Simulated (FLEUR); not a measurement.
**NaI: equation of state with SCAN**

Crystal: NaI.

```
CELL_PARAMETERS angstrom
0.00000 3.23640 3.23640
3.23640 0.00000 3.23640
3.23640 3.23640 0.00000
ATOMIC_POSITIONS crystal
I 0.50000 0.50000 0.50000
Na 0.00000 0.00000 0.00000
```

```json
{"Program": "FLEUR MaX-R8.1 (later development tree)", "Task": "equation of state", "Functional": "SCAN", "Potentials or basis": "all-electron", "Basis": "FLAPW", "Kmax": "4.1 1/bohr", "k mesh": "7 × 7 × 7", "Occupations": "fermi-dirac, width 0.05 eV", "Spin": "no spin polarisation", "Gmax": "12.7 1/bohr", "Muffin-tin radii": "I 2.66, Na 2.66 bohr", "lmax": "I 11, Na 11", "Local orbitals a species": "I 6, Na 5"}
```

```yaml
Equilibrium_volume: 33.45 Å³/atom
Bulk_modulus: 18.6 GPa
```

Energy against volume, from the lowest point:
```
volume (Å³/atom)  energy (meV/atom)
          31.865               4.41
          32.543               1.23
          33.899               0.00
          35.255               4.92
          35.933               9.15
```

Caveat: the meta-GGA is that of a development version, with a GGA for the radial functions and cores and without core tails. The run has no spin-orbit coupling, so splittings on I are missing.
